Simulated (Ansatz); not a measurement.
# HfC (NiAs type): equation of state

An exercise on one series of results from a longer session: the logs are not shown, and one member is left open.

Computed with Ansatz 0.2.0 (DFT PBE, scalar-relativistic, plane waves, PAW, unless a step's input says otherwise).

1 further run of the same task is left out (set aside as unsound or not needed). Runs told in other sessions of the task aren't counted.

## Starting point

The structure is hexagonal, space group P6_3/mmc (No. 194). Conventional cell: a = 3.266 Å, b = 3.266 Å, c = 5.766 Å, α = 90.00°, β = 90.00°, γ = 120.00°. Around Hf (site symmetry -3m) lie 6 C at 2.37 Å. Around C (site symmetry -6m2) lie 6 Hf at 2.37 Å.

Structure file:

```
Hf C
1.0
     3.26579    0.00000    0.00000
    -1.63290    2.82826    0.00000
     0.00000    0.00000    5.76631
Hf C
2 2
Direct
  0.00000 0.00000 0.00000
  0.00000 0.00000 0.50000
  0.33333 0.66667 0.25000
  0.66667 0.33333 0.75000
```

An earlier run at PBE left this cell at 13.315 Å³/atom and 0.02 GPa (12×12×6 mesh).

Volume factors to run: 0.980, 1.020, 0.960, 1.040, 1.070, 1.100, 0.945.

Set-up of the first run:

The input, input.yaml:

```yaml
crystal:
  lattice:
    - [3.2438734545, 0.0, 0.0]
    - [-1.6219367272, 2.8092768183, 0.0]
    - [0.0, 0.0, 5.7276082661]
  atoms:
    - { symbol: Hf, position: [0.0, 0.0, 0.0] }
    - { symbol: Hf, position: [0.0, 0.0, 0.5] }
    - { symbol: C, position: [0.3333333333, 0.6666666667, 0.25] }
    - { symbol: C, position: [0.6666666667, 0.3333333333, 0.75] }
basis:
  ecutwfc: 420
  ecutrho_ratio: 4
kpoints:
  mp_grid: { grid: [12, 12, 6] }
hamiltonian:
  xc: pbe
scf:
  occupations: { method: gaussian, width: 0.05 }
output:
  forces: true
  stress: true
  eigenvalues: true
relax:
  f_tol: 0.01
  max_steps: 40
  cell: { stress_tol: 0.1, fix: [volume] }
```

Command:

```bash
> ansatz run input.yaml --threads 2 --pin off --max-ram 2662MiB --backend cpu --events-out ev --progress --plain --runs-dir out
```

Steps of the session up to this table: Volume × 0.980; At 1.020 of the relaxed volume; Scaling the volume by 0.960; At 1.040 of the relaxed volume; Scaling the volume by 1.070; Scaling the volume by 1.100; Scaling the volume by 0.945.

One table of the session follows, with a row left open; its other results are not shown here.

It belongs to the step «The fit». 

| volume (Å³/atom) | energy (meV/atom) | pressure (GPa) |
| --- | --- | --- |
| 12.583 | 28.90 | 13.24 |
| 12.783 | 14.91 | 9.26 |
| 13.049 | 3.62 | 4.41 |
| 13.315 | 0.00 | 0.02 |
| 13.581 | 3.34 | -3.95 |
| 13.848 | ? | ? |
| 14.247 | 37.89 | -12.31 |
| 14.647 | 73.82 | -16.40 |

**Question.** Estimate the row for volume (Å³/atom) = 13.848.

Worked estimate for «energy (meV/atom)». A straight line through the neighbours (13.581, 3.34) and (14.247, 37.89) gives 3.34 + (37.89 − 3.34) × (13.848 − 13.581) / (14.247 − 13.581) = 17.19; a parabola fitted to 4 rows on both sides gives 13.29.

As computed: energy (meV/atom): 12.96; pressure (GPa): -7.55. In «energy (meV/atom)» the line misses by +4.23 and the parabola by +0.33.
